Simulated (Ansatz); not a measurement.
# SnSe (Pnma) in Ansatz: settings compared

One crystal, SnSe, is run at these levels: PBE+D4, PBE+D3(BJ), PBE, revPBE+D4; tasks: relaxation of cell and atoms, single point.

Program: Ansatz 0.2.0. These are calculated values, not measurements. Logs are shortened: lines on timing, memory, paths and dates and some standing lists are left out, and cuts for length are marked.

### 1 Starting point

Symmetry: Pnma, No. 62, orthorhombic system. The conventional cell has a = 11.420 Å, b = 4.190 Å, c = 4.460 Å, α = 90.00°, β = 90.00°, γ = 90.00°. Sn (site symmetry m) is surrounded by 3 Se at 2.69 to 2.83 Å. Around Se (site symmetry m) lie 3 Sn at 2.69 to 2.83 Å.

### 2 Relaxation of cell and atoms, PBE+D4

Input file input.yaml:

```yaml
crystal:
  lattice:
    - [11.42, 0.0, 0.0]
    - [0.0, 4.19, 0.0]
    - [0.0, 0.0, 4.46]
  atoms:
    - { symbol: Sn, position: [0.877, 0.75, 0.909] }
    - { symbol: Sn, position: [0.623, 0.25, 0.409] }
    - { symbol: Sn, position: [0.377, 0.75, 0.591] }
    - { symbol: Sn, position: [0.123, 0.25, 0.091] }
    - { symbol: Se, position: [0.643, 0.75, 0.984] }
    - { symbol: Se, position: [0.857, 0.25, 0.484] }
    - { symbol: Se, position: [0.143, 0.75, 0.516] }
    - { symbol: Se, position: [0.357, 0.25, 0.016] }
hamiltonian:
  xc: pbe
  pseudopotentials: { kind: paw }
  dispersion: d4
kpoints:
  mp_grid: { grid: [3, 6, 6] }
scf:
  occupations: { method: fermi_dirac, width: 0.05 }
output:
  forces: true
  stress: true
relax:
  f_tol: 0.01
  max_steps: 40
  cell: { stress_tol: 0.05 }
```

Potentials or basis: Ansatz PAW.

On the command line:

```sh
> ansatz run input.yaml --threads 4 --pin off --max-ram 11264MiB --backend cpu --events-out ev --progress --plain --runs-dir out
```

What it wrote:

```text
Warning: RAYON_NUM_THREADS=4 ignored (pool sized by the plan → 4); use --threads N
Engine: ansatz 0.2.0, x86_64-unknown-linux-gnu
Pseudopotentials: kind: paw
Pseudopotential: Sn, paw, valence charge 14, recommended cutoff 420 eV (normal), Sn.paw.azcp
Pseudopotential: Se, paw, valence charge 16, recommended cutoff 420 eV (normal), Se.paw.azcp
Functional definition: PBE
  parameter kappa = 0.804
  parameter beta = 0.06672455060314922
  exchange = pbe_x(kappa = kappa, mu = beta*pi^2/3)
  correlation = pbe_c(beta = beta)
Crystal: 8 atoms, lattice volume = 213.410 Å³
Basis set: ecut = 420 eV, 4163 PW (Γ), exchange–correlation on 160×60×60 points (8 copies of the dense FFT grid, shifted against one another)
Bands: 72, of which v1, the nominal top of the filled ones, is band 60 counted from 1 (59 counted from 0)
Symmetry: 8 space group operations
Space group: Pnma (ITA 62), of the structure as read, at distance tolerance 6.0e-5 Å
k-points: 32 of 108
Non-local potential: Sn, projectors of the file, l = 0: 2, l = 1: 2, l = 2: 2, l = 3: 2
Non-local potential: Se, projectors of the file, l = 0: 2, l = 1: 2, l = 2: 3, l = 3: 1
PAW form: soft (Blöchl's): semilocal exchange-correlation on the pseudo side does not see the compensation charge
PAW one-centre angular grid: Sn, 590 points (default); XC on 64 Gauss nodes
PAW one-centre angular grid: Se, 590 points (default); XC on 64 Gauss nodes
Initial density: superposition of atomic densities (neutral atoms: chi_scale 0, normalization atom), corrected by the library's trained network
Initial wavefunctions: pseudopotential atomic-orbital guess
Functional: x = pbe(κ = 0.804, μ = 0.2195149727645171), c = pbe(β = 0.06672455060314922)
SCF iter   1: F=—  HF=-45979.770469 eV  |F-HF|=—  |Δ(HF+E_count)|=         —  Δρ=1.36e-3  dr2=4.76e-3  ethr=1.77e-3  ⟨swp⟩=6.7  Hψ=8753  notcnv=0  defer=7
preconditioner: auto → Resta (q_TF=auto, 2.479 Å⁻¹)  ε∞=2.8  [insulator: Δε(μ)=0.539 eV  Ē_g=16.749 eV  σ=0.050 eV  W_gap=0.99  n_scr=56 (ndim 8)  ℏωp=22.7 eV  f_vac=0.001  D(μ)=0.01/eV (n_scr^D=0)  ε∞_Penn≈2.8]
SCF iter   2: F=—  HF=-45979.767637 eV  |F-HF|=—  |Δ(HF+E_count)|=   2.83e-3  Δρ=6.75e-4  dr2=8.50e-4  ethr=3.97e-6  ⟨swp⟩=2.0  Hψ=4567  notcnv=0  defer=63
SCF iter   3: F=—  HF=-45979.767936 eV  |F-HF|=—  |Δ(HF+E_count)|=   2.99e-4  Δρ=2.56e-4  dr2=9.53e-5  ethr=7.09e-7  ⟨swp⟩=2.0  Hψ=3453  notcnv=0  defer=63
SCF iter   4: F=—  HF=-45979.768081 eV  |F-HF|=—  |Δ(HF+E_count)|=   1.45e-4  Δρ=9.53e-5  dr2=1.50e-5  ethr=7.94e-8  ⟨swp⟩=2.0  Hψ=4085  notcnv=0  defer=63
SCF iter   5: F=—  HF=-45979.768091 eV  |F-HF|=—  |Δ(HF+E_count)|=   1.06e-5  Δρ=1.88e-5  dr2=7.52e-7  ethr=1.25e-8  ⟨swp⟩=2.0  Hψ=3445  notcnv=0  defer=63
[... 196 lines left out ...]
SCF 15 converged in 7 iterations: F = -45979.984826 eV  dr2 = 9.49e-12
relax step  15: F+E_penalty+E_count = -45979.98482622 eV  Δ(F+E_penalty+E_count) = -1.640e-3 eV  max|allowed force component| = 8.926e-4 eV/Å  Δτ_max = 0.0000 Å  P = -0.007 GPa  Ω = 223.081 Å³  stress off target by 1.52e-2 GPa  SCF on the basis re-selected at this cell (its energy is not comparable with the rows above)  (7 SCF iters)
basis re-selected at this cell: Δ(F+E_penalty+E_count) = -1.640e-3 eV, ΔP = -0.002 GPa vs the last step (what re-selecting the basis moved, of the pressure what is left beyond the Pulay correction that the steps carried, after the strain that the cell walked since its last selection, with what the two solves' SCF thresholds leave and, on support functions, any second-order correction that the steps lacked; it is no measure of the basis error at this ecutwfc). The dense FFT grid was sized anew with the basis: this SCF ran on 80×30×32 points, the steps before it on 80×30×30, so part of this shift can come from that change (see relax.cell in the input reference). This SCF's stress stands 1.52e-2 GPa from its target on what of the cell is left free (relax.cell.stress_tol is 5.00e-2 GPa) and its largest allowed force component is 8.93e-4 eV/Å (relax.f_tol is 1.00e-2 eV/Å): within both
dispersion: the relaxed geometry stands within reach of a switch of an atom's C6, across which e_disp changes (each atom's share, over what another start of this relaxation can change, counted as every distance, since the cell relaxes too: site 0 (Sn), some 0.05 eV, crossed with nearer neighbours; site 1 (Sn), some 0.05 eV, crossed with nearer neighbours; site 2 (Sn), some 0.05 eV, crossed with nearer neighbours; site 3 (Sn), some 0.05 eV, crossed with nearer neighbours; some 0.20 eV in sum): a start on the other side of the switch can end at another minimum, lower or higher, and the walk did not compare the two: the search finds no start: the shortest move that carries the atoms past their switches is longer than one may be, or their switch too gentle for it, or the run's symmetry leaves no such move, or it raises the dispersion energy and nothing straight past it gives that back (hamiltonian.dispersion, Limitations)
SCF converged after 7 iterations
Free energy (F): -45979.984826 eV
Harris-Foulkes:  -45979.984826 eV  (|F-HF|=2.18e-11)
Internal energy: -45979.984770 eV  (E = F + TS)
E sigma→0 (E₀):  -45979.984798 eV
Entropy (-TS):   -0.000056 eV (-0.007 meV/atom)
Fermi energy:    8.740261 eV
--- Per-component energies (eV) ---
  E_band       = -1945.589912
  E_kinetic    = 1214.246955
  E_local      = -13653.633233  (includes V_loc(G=0)·N_el)
  E_nonlocal   = -2513.982053
  E_hartree    = 7156.553995
  E_xc         = -1949.059146
  E_vxc        = -777.985645  (∫ρ·V_xc dr)
  E_paw        = -24179.415518  (= ΣΔE_a)
  E_vpaw       = -527.341785  (= ΣTr[D̂ρ^β])
  E_aug_tail   = -0.002346  (compensation charges beyond the density's cutoff)
  E_ewald      = -12051.366981
  E_disp       = -3.326443  (pairwise vdW)
  E_smearing   = -0.000056  (= −TS)
  E_closure    = -0.000000  (closes the sum)
  Σ components = -45979.984826   (vs F -45979.984826, Δ=0.00e0)
--- Forces (eV/Å), atoms counted from 1 ---
  atom   1  Sn     0.00055998     0.00000000     0.00089255
  atom   2  Sn    -0.00055998     0.00000000     0.00089255
  atom   3  Sn     0.00055998     0.00000000    -0.00089255
  atom   4  Sn    -0.00055998     0.00000000    -0.00089255
  atom   5  Se     0.00054578     0.00000000    -0.00050823
  atom   6  Se    -0.00054578     0.00000000    -0.00050823
  atom   7  Se     0.00054578     0.00000000     0.00050823
  atom   8  Se    -0.00054578     0.00000000     0.00050823
  max |Σ_I F_I| component: 1.08e-19 eV/Å
--- Stress (GPa, compression-positive) ---
       -0.015191       0.000000       0.000000
        0.000000      -0.005303       0.000000
        0.000000       0.000000      -0.001074
  P = ⅓ Tr σ = -0.0072 GPa (-0.072 kbar)
--- Relaxed structure (14 steps of the walk, 13 accepted, 1 SCFs on fresh bases) ---
  F+E_penalty+E_count = -45979.98482622 eV   max|allowed force component| = 8.926e-4 eV/Å   (the final SCF, on the basis selected at the relaxed cell)
  cell:  # Å, volume = 223.0806 Å³
    - [11.755135452026568, 0.0, 0.0]
    - [0.0, 4.1949317853493, 0.0]
    - [0.0, 0.0, 4.523860459772558]
  atoms:
    - { symbol: Sn, position: [0.8760943363714251, 0.7500000000000001, 0.8824940137931622] }
    - { symbol: Sn, position: [0.623905663628575, 0.25, 0.382494013793162] }
    - { symbol: Sn, position: [0.37609433637142486, 0.7500000000000001, 0.6175059862068377] }
    - { symbol: Sn, position: [0.12390566362857508, 0.25, 0.11750598620683798] }
    - { symbol: Se, position: [0.6433048899522643, 0.7500000000000001, 0.9730870191228073] }
    - { symbol: Se, position: [0.8566951100477355, 0.25, 0.473087019122808] }
    - { symbol: Se, position: [0.14330488995226426, 0.7500000000000001, 0.526912980877192] }
    - { symbol: Se, position: [0.35669511004773563, 0.25, 0.026912980877192027] }
```

It took 2.3 min on 4 threads of Intel Xeon at 2.70GHz, shared host; peak memory 0.96 GiB.

Results:

| Item | Value |
| --- | --- |
| Free energy | -45979.9848 eV |
| Relaxed volume | 27.89 Å³/atom |
| Relaxed cell | a = 11.755 Å, b = 4.195 Å, c = 4.524 Å, α = 90.00°, β = 90.00°, γ = 90.00° |
| Space group after relaxing (to 0.05 Å) | Pnma (No. 62) |
| Energy gained by relaxing | 27.1 meV/atom |
| Ionic steps | 14 |
| Pressure after relaxing | 0.0 GPa |
| Band gap on the k mesh | 0.63 eV |

Step by step:
```csv
step,energy change (eV),largest force (eV/Å),volume (Å³)
1,0.0000,0.2470,213.41
2,-0.1323,0.1518,229.94
3,-0.1969,0.1124,220.95
4,-0.2002,0.1314,224.62
5,-0.2077,0.0932,223.23
6,-0.2091,0.0642,222.55
7,-0.2103,0.0460,223.03
8,-0.2126,0.0255,223.06
9,-0.2136,0.0321,223.02
10,-0.2141,0.0196,222.86
11,-0.2148,0.0153,222.88
12,-0.2149,0.0108,223.30
13,-0.2151,0.0014,223.08
14,-0.2167,0.0011,223.08
```

Final structure:
```cif
data_structure
_symmetry_space_group_name_H-M 'P 1'
_symmetry_Int_Tables_number 1
_cell_length_a 11.7551
_cell_length_b 4.1949
_cell_length_c 4.5239
_cell_angle_alpha 90.000
_cell_angle_beta 90.000
_cell_angle_gamma 90.000
_cell_volume 223.08
loop_
_atom_site_label
_atom_site_type_symbol
_atom_site_fract_x
_atom_site_fract_y
_atom_site_fract_z
_atom_site_occupancy
Sn1 Sn 0.87609 0.75000 0.88249 1
Sn2 Sn 0.62391 0.25000 0.38249 1
Sn3 Sn 0.37609 0.75000 0.61751 1
Sn4 Sn 0.12391 0.25000 0.11751 1
Se1 Se 0.64330 0.75000 0.97309 1
Se2 Se 0.85670 0.25000 0.47309 1
Se3 Se 0.14330 0.75000 0.52691 1
Se4 Se 0.35670 0.25000 0.02691 1
```

Caveat: odd divisions of the mesh miss points on the zone boundary, where band edges often lie, so the gap on the mesh can be too wide; the plane-wave basis is chosen anew once the cell has moved, so the energies of steps on either side of that aren't comparable; spin-orbit coupling is left out, which moves the levels of the heavy elements. Zero-point motion and thermal expansion aren't in these numbers.

### 3 Relaxation of cell and atoms, PBE+D3(BJ)

input.yaml: that of step 2 with these lines changed.

```diff
@@ -17,3 +17,3 @@
   pseudopotentials: { kind: paw }
-  dispersion: d4
+  dispersion: d3bj
 kpoints:
```

Potentials or basis: Ansatz PAW.

On the command line:

```sh
> ansatz run input.yaml --threads 4 --pin off --max-ram 11264MiB --backend cpu --events-out ev --progress --plain --runs-dir out
```

It took 54 s on 4 threads of Intel Xeon at 2.70GHz, shared host; peak memory 0.93 GiB.

The run converged. Its results:

```
Free energy                            : -45979.5133 eV
Relaxed volume                         : 26.28 Å³/atom
Relaxed cell                           : a = 11.495 Å, b = 4.171 Å, c = 4.385 Å, α = 90.00°, β = 90.00°, γ = 90.00°
Space group after relaxing (to 0.05 Å) : Pnma (No. 62)
Energy gained by relaxing              : 6.6 meV/atom
Ionic steps                            : 6
Pressure after relaxing                : 0.0 GPa
Largest force after relaxing           : 0.004 eV/Å
```

Forces in eV/Å, atoms in the order of the input:
```
Sn   0.001  0.000 -0.003
Sn  -0.001  0.000 -0.003
Sn   0.001  0.000  0.003
Sn  -0.001  0.000  0.003
Se  -0.004  0.000  0.001
Se   0.004  0.000  0.001
Se  -0.004  0.000 -0.001
Se   0.004  0.000 -0.001
```

The path:
```tsv
step	energy change (eV)	largest force (eV/Å)	volume (Å³)
1	0.0000	0.3116	213.41
2	-0.0218	0.1945	206.18
3	-0.0484	0.0774	210.50
4	-0.0528	0.0212	210.37
5	-0.0531	0.0041	210.22
6	-0.0526	0.0040	210.22
```

Final structure:
```xyz
8
Lattice="11.4946 0.0000 0.0000 0.0000 4.1708 0.0000 0.0000 0.0000 4.3849" Properties=species:S:1:pos:R:3 pbc="T T T"
Sn   10.1374    3.1281    3.9704
Sn    7.1045    1.0427    1.7779
Sn    4.3901    3.1281    2.6070
Sn    1.3572    1.0427    0.4145
Se    7.3908    3.1281    4.2891
Se    9.8511    1.0427    2.0967
Se    1.6435    3.1281    2.2882
Se    4.1038    1.0427    0.0958
```

Caveat: the plane-wave basis is chosen anew once the cell has moved, so the energies of steps on either side of that aren't comparable.

### 4 Single point, PBE

input.yaml: that of step 3 with these lines changed.

```diff
@@ -17,3 +17,2 @@
   pseudopotentials: { kind: paw }
-  dispersion: d3bj
 kpoints:
@@ -21,3 +20,3 @@
 scf:
-  occupations: { method: fermi_dirac, width: 0.05 }
+  occupations: { method: gaussian, width: 0.011 }
 output:
@@ -25,5 +24,2 @@
   stress: true
-relax:
-  f_tol: 0.01
-  max_steps: 40
-  cell: { stress_tol: 0.05 }
+  eigenvalues: true
```

Potentials or basis: Ansatz PAW.

On the command line:

```sh
> ansatz run input.yaml --threads 4 --pin off --max-ram 11264MiB --backend cpu --events-out ev --progress --plain --runs-dir out
```

What it wrote:

```text
Warning: RAYON_NUM_THREADS=4 ignored (pool sized by the plan → 4); use --threads N
[... 1 set-up line as earlier in the session ...]
[... 71 lines left out ...]
  k-point 2: bands = ["-38.3591", "-38.3590", "-38.3590", "-38.3590", "-38.3585", "-38.3584", "-38.3584", "-38.3583", "-38.3443", "-38.3442", "-38.3441", "-38.3441", "-38.3376", "-38.3376", "-38.3375", "-38.3375", "-38.3336", "-38.3336", "-38.3335", "-38.3335", "-12.3172", "-12.3107", "-12.3099", "-12.3083", "-12.3076", "-12.3040", "-12.3037", "-12.3010", "-12.2834", "-12.2822", "-12.2799", "-12.2771", "-12.2723", "-12.2706", "-12.2529", "-12.2476", "-12.2465", "-12.2428", "-12.2355", "-12.2303", "-4.3579", "-4.0590", "-3.7389", "-3.3994", "0.9805", "1.7947", "2.2537", "2.8464", "4.6372", "5.9870", "6.3165", "6.7444", "7.0631", "7.1089", "7.2351", "7.5813", "7.7818", "8.3222", "8.5526", "9.0417", "9.9732", "10.4820", "10.5090", "10.7079", "11.4507", "11.5538", "12.0138", "12.0449", "12.8811"]
  k-point 31: bands = ["-38.3590", "-38.3590", "-38.3590", "-38.3590", "-38.3583", "-38.3583", "-38.3583", "-38.3583", "-38.3442", "-38.3442", "-38.3442", "-38.3442", "-38.3376", "-38.3376", "-38.3376", "-38.3376", "-38.3335", "-38.3335", "-38.3335", "-38.3335", "-12.3280", "-12.3280", "-12.3250", "-12.3250", "-12.2934", "-12.2934", "-12.2912", "-12.2912", "-12.2820", "-12.2820", "-12.2792", "-12.2792", "-12.2631", "-12.2631", "-12.2566", "-12.2566", "-12.2382", "-12.2382", "-12.2345", "-12.2345", "-3.4868", "-3.4868", "-3.4824", "-3.4824", "2.3173", "2.3173", "2.3907", "2.3907", "4.1954", "4.1954", "4.4910", "4.4910", "5.1937", "5.1937", "5.5112", "5.5112", "7.2447", "7.2447", "7.6077", "7.6077", "11.6539", "11.6539", "11.8422", "11.8422", "13.7776", "13.7776", "13.7832", "13.7832", "15.2486"]
```

Wall time 8.7 s (4 threads of Intel Xeon at 2.70GHz, shared host); peak memory 0.89 GiB.

What came out:

```
Free energy            : -45976.5603 eV
Pressure               : 2.4 GPa
Largest force          : 0.311 eV/Å
Band gap on the k mesh : 0.54 eV, indirect (least direct gap 0.71 eV)
```

Forces on the atoms (eV/Å):
```
Sn   0.310  0.000 -0.019
Sn  -0.310  0.000 -0.019
Sn   0.310  0.000  0.019
Sn  -0.310  0.000  0.019
Se  -0.258  0.000  0.029
Se   0.258  0.000  0.029
Se  -0.258  0.000 -0.029
Se   0.258  0.000 -0.029
```

Levels at points of the mesh, in eV from the valence-band top:
| k point | band 56 | band 57 | band 58 | band 59 | band 60 | band 61 | band 62 | band 63 | band 64 | band 65 |
| --- | --- | --- | --- | --- | --- | --- | --- | --- | --- | --- |
| (0.00, 0.00, 0.00) | -1.83 | -1.55 | -1.20 | -0.78 | -0.56 | 0.80 | 2.96 | 3.05 | 3.07 | 3.34 |
| (0.00, 0.00, -0.50) | -1.49 | -0.78 | -0.78 | -0.31 | -0.31 | 1.26 | 1.26 | 1.58 | 1.58 | 1.64 |
| (0.00, -0.50, 0.00) | -1.71 | -1.03 | -1.03 | -0.76 | -0.76 | 0.91 | 0.91 | 1.39 | 1.39 | 1.66 |
| (0.00, -0.50, -0.50) | -3.18 | -2.25 | -2.25 | -1.52 | -1.52 | 2.86 | 2.86 | 3.12 | 3.12 | 4.87 |

Caveat: odd divisions of the mesh miss points on the zone boundary, where band edges often lie, so the gap on the mesh can be too wide; spin-orbit coupling is left out, which moves the levels of the heavy elements.

(Part 1 of 2 ends here.)
